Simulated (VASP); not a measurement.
Output of a VASP run:

OSZICAR:
```
...
DAV:   3    -0.639692768991E+01   -0.53578E+01   -0.53440E+01   616   0.532E+01
DAV:   4    -0.644221280878E+01   -0.45285E-01   -0.45266E-01   572   0.584E+00
DAV:   5    -0.644282597282E+01   -0.61316E-03   -0.61303E-03   612   0.681E-01    0.279E+00
DAV:   6    -0.611570372929E+01    0.32712E+00   -0.57141E-01   544   0.513E+00    0.193E+00
DAV:   7    -0.608032437565E+01    0.35379E-01   -0.21450E-01   620   0.294E+00    0.116E+00
DAV:   8    -0.608178682416E+01   -0.14624E-02   -0.16040E-02   564   0.984E-01    0.119E-01
DAV:   9    -0.608158282698E+01    0.20400E-03   -0.17224E-03   596   0.293E-01    0.810E-02
DAV:  10    -0.608169637382E+01   -0.11355E-03   -0.24519E-04   556   0.127E-01    0.256E-02
DAV:  11    -0.608170881057E+01   -0.12437E-04   -0.36616E-05   600   0.491E-02    0.673E-03
DAV:  12    -0.608170783575E+01    0.97482E-06   -0.40580E-06   580   0.157E-02
   1 F= 0.72855908E+00 E0= 0.72855908E+00  d E =0.728559E+00
       N       E                     dE             d eps       ncg     rms          rms(c)
DAV:   1    -0.101377010741E+02   -0.40560E+01   -0.12389E+02   508   0.875E+01    0.172E+01
DAV:   2    -0.570786705540E+01    0.44298E+01   -0.60454E+00   480   0.171E+01    0.551E+00
DAV:   3    -0.457535934876E+01    0.11325E+01   -0.29012E+00   492   0.115E+01    0.411E+00
DAV:   4    -0.454162850708E+01    0.33731E-01   -0.14561E-01   548   0.310E+00    0.967E-01
DAV:   5    -0.453707008289E+01    0.45584E-02   -0.46434E-02   528   0.156E+00    0.364E-01
DAV:   6    -0.453672828090E+01    0.34180E-03   -0.27186E-03   532   0.390E-01    0.178E-01
DAV:   7    -0.453678967348E+01   -0.61393E-04   -0.23862E-04   560   0.139E-01    0.517E-02
DAV:   8    -0.453677739895E+01    0.12275E-04   -0.18217E-05   548   0.392E-02    0.146E-02
DAV:   9    -0.453677746898E+01   -0.70031E-07   -0.18181E-06   528   0.132E-02
   2 F= 0.72859352E+00 E0= 0.72859352E+00  d E =0.344399E-04
       N       E                     dE             d eps       ncg     rms          rms(c)
DAV:   1    -0.677380995284E+01   -0.22370E+01   -0.26119E+01   492   0.354E+01    0.594E+00
DAV:   2    -0.574062038964E+01    0.10332E+01   -0.15831E+00   504   0.863E+00    0.241E+00
DAV:   3    -0.549111616479E+01    0.24950E+00   -0.68088E-01   484   0.547E+00    0.131E+00
DAV:   4    -0.548415522195E+01    0.69609E-02   -0.29411E-02   548   0.132E+00    0.353E-01
DAV:   5    -0.548396554055E+01    0.18968E-03   -0.39162E-03   524   0.467E-01    0.168E-01
DAV:   6    -0.548396233273E+01    0.32078E-05   -0.15579E-04   560   0.937E-02    0.990E-02
DAV:   7    -0.548396009008E+01    0.22426E-05   -0.65095E-05   532   0.649E-02    0.201E-02
DAV:   8    -0.548396241758E+01   -0.23275E-05   -0.20712E-06   532   0.152E-02    0.468E-03
DAV:   9    -0.548396288438E+01   -0.46681E-06   -0.12782E-07   252   0.366E-03
   3 F= 0.49388811E+00 E0= 0.49388811E+00  d E =-.234671E+00
       N       E                     dE             d eps       ncg     rms          rms(c)
DAV:   1    -0.546874859740E+01    0.15214E-01   -0.12265E-02   508   0.795E-01    0.137E-01
DAV:   2    -0.546826478382E+01    0.48381E-03   -0.71117E-04   488   0.182E-01    0.511E-02
DAV:   3    -0.546815265605E+01    0.11213E-03   -0.31246E-04   492   0.117E-01    0.265E-02
DAV:   4    -0.546815309702E+01   -0.44097E-06   -0.14701E-05   552   0.296E-02    0.644E-03
DAV:   5    -0.546815377181E+01   -0.67479E-06   -0.18893E-06   304   0.107E-02
   4 F= 0.49378106E+00 E0= 0.49378106E+00  d E =-.234778E+00
```

### OUTCAR
```
------------------------ aborting loop because EDIFF is reached ----------------------------------------
  FORCE on cell =-STRESS in cart. coord.  units (eV):
  Direction    XX          YY          ZZ          XY          YZ          ZX
  --------------------------------------------------------------------------------------
  Total        5.9627496      5.9627496      5.9627496      0.0000000      0.0000000     -0.0000000
  in kB      200.0273310    200.0273310    200.0273310      0.0000000      0.0000000     -0.0000000
  external PRESSURE =       0.0273310 kB  Pullay stress =     200.0000000 kB
  volume of cell :       47.76
      direct lattice vectors                 reciprocal lattice vectors
     3.628183722  0.000000000 -0.000000000     0.275620001  0.000000000 -0.000000000
     0.000000000  3.628183722  0.000000000    -0.000000000  0.275620001  0.000000000
     0.000000000  0.000000000  3.628183722     0.000000000 -0.000000000  0.275620001
 POSITION                                       TOTAL-FORCE (eV/Angst)
 -----------------------------------------------------------------------------------
      0.00000      0.00000      0.00000        -0.000000      0.000000      0.000000
      1.81409      1.81409      1.81409         0.000000      0.000000      0.000000
 -----------------------------------------------------------------------------------
    total drift:                                0.000000      0.000000      0.000000
  FREE ENERGIE OF THE ION-ELECTRON SYSTEM (eV)
  ---------------------------------------------------
  free  energy   TOTEN  =        -5.4681537718 eV

  energy  without entropy=       -5.4681537718  energy(sigma->0) =       -5.46815377
  enthalpy is  TOTEN    =         0.4937810641 eV   P V=        5.9619348359

 reached required accuracy - stopping structural energy minimisation
```
(Selected blocks of OUTCAR.)

File POSCAR:
```
CsCl
1
    3.7926978036     0.0000000000     0.0000000000
    0.0000000000     3.7926978036     0.0000000000
    0.0000000000     0.0000000000     3.7926978036
Cs Cl
1 1
Direct
  0.0000000000   0.0000000000   0.0000000000
  0.5000000000   0.5000000000   0.5000000000
```

Problem. Reconstruct the remaining input files.

Solution. Several could match; the one computed here: the input of the run itself, PBE GGA, plane waves, VASP's PBE PAW potentials (set 64).

### KPOINTS
```
Automatic mesh
0
Gamma
7 7 7
0 0 0
```

INCAR:
```
ALGO  =  Normal
EDIFF  =  1E-6
EDIFFG  =  -0.02
ENCUT  =  500
GGA  =  PE
IBRION  =  2
ISIF  =  3
ISMEAR  =  0
LASPH  =  T
LCHARG  =  F
LMAXMIX  =  4
LREAL  =  F
LWAVE  =  F
NELM  =  100
NSW  =  40
PREC  =  Accurate
PSTRESS  =  200
SIGMA  =  0.05
SYSTEM  =  CsCl
```

POTCAR, in this order: Cs_sv Cl (PBE.64 set). Program: vasp_std.

Energy and stress use the plane-wave basis of the starting cell.

The compound is CsCl in the CsCl type structure. This run relaxes it under an external pressure of 20 GPa. Symmetry was kept, so distortions that lower it aren't found.
